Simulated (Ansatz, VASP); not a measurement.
# Al3Fe: VASP beside Ansatz

The input INCAR:

```
SYSTEM = Al3Fe
ALGO = Normal
EDIFF = 1E-6
ENCUT = 520
GGA = PS
ISIF = 2
ISMEAR = 0
ISPIN = 2
LASPH = .TRUE.
LCHARG = .FALSE.
LMAXMIX = 4
LORBIT = 11
LREAL = .FALSE.
LWAVE = .FALSE.
MAGMOM = 0 0 0 2.06
NBANDS = 20
NELM = 150
PREC = Accurate
SIGMA = 0.1
```

The input KPOINTS:

```
k-points
0
G
  14 14 6
  0 0 0
```

File POSCAR:

```
Al3Fe
1.0
    2.8714264432      0.0000000000      0.0000000000
    0.0000000000      2.8714264432      0.0000000000
    0.0000000000      0.0000000000      7.7649521562
Al Fe
3 1
Direct
    0.0000000000      0.0000000000      0.5000000000
    0.5000000000      0.5000000000      0.2261155100
    0.5000000000      0.5000000000      0.7738844900
    0.0000000000      0.0000000000      0.0000000000
```

Input for Ansatz:

```yaml
crystal:
  lattice:
    - [2.8714264432, 0.0, 0.0]
    - [0.0, 2.8714264432, 0.0]
    - [0.0, 0.0, 7.7649521562]
  atoms:
    - { symbol: Al, position: [0.0, 0.0, 0.5] }
    - { symbol: Al, position: [0.5, 0.5, 0.22611551] }
    - { symbol: Al, position: [0.5, 0.5, 0.77388449] }
    - { symbol: Fe, position: [0.0, 0.0, 0.0], spin: 2.06 }
basis:
  ecutwfc: 420
kpoints:
  mp_grid: { grid: [14, 14, 6] }
hamiltonian:
  xc: pbesol
scf:
  occupations: { method: gaussian, width: 0.1 }
output:
  forces: true
  stress: true
  eigenvalues: true
  populations: true
magnetization:
  spin_polarized: true
```

Alike in both runs: task single point; functional PBEsol; k mesh 14 × 14 × 6; occupations gaussian, width 0.1 eV; collinear spin.

|  | VASP | Ansatz |
| --- | --- | --- |
| version | VASP 6.6.1 | Ansatz 0.2.0 |
| potentials or method | VASP PAW PBE potentials, release 64 (Al, Fe) | scalar-relativistic, plane waves, PAW |
| plane-wave cutoff (eV) | 520 | 420 |
| valence electrons in the cell | 17 | 25 |

Ansatz gave:

- gap on the k mesh at the Fermi level (eV): none
- pressure (GPa): -11.9
- largest component of the traceless stress (GPa): 4.44
- rms of the force components (eV/Å): 0.241
- net moment per atom (μB): 0.47
- size of the moment on the site where the two differ most (μB): 2.03

What did VASP give for the same quantities?

gap on the k mesh at the Fermi level (eV): none; pressure (GPa): -11.7; largest component of the traceless stress (GPa): 4.33; rms of the force components (eV/Å): 0.242; net moment per atom (μB): 0.47; size of the moment on the site where the two differ most (μB): 2.01.

Site moments also hang on the region over which each program counts them. Atom by atom the forces differ by 0.002 eV/Å (rms over components). A gap of «none» marks a metal or a gap that the smearing closes. The two sets of potentials don't hold the same shells in valence.

Caveats: the PAW data sets were made with another functional, which shifts forces and pressure a little (VASP).
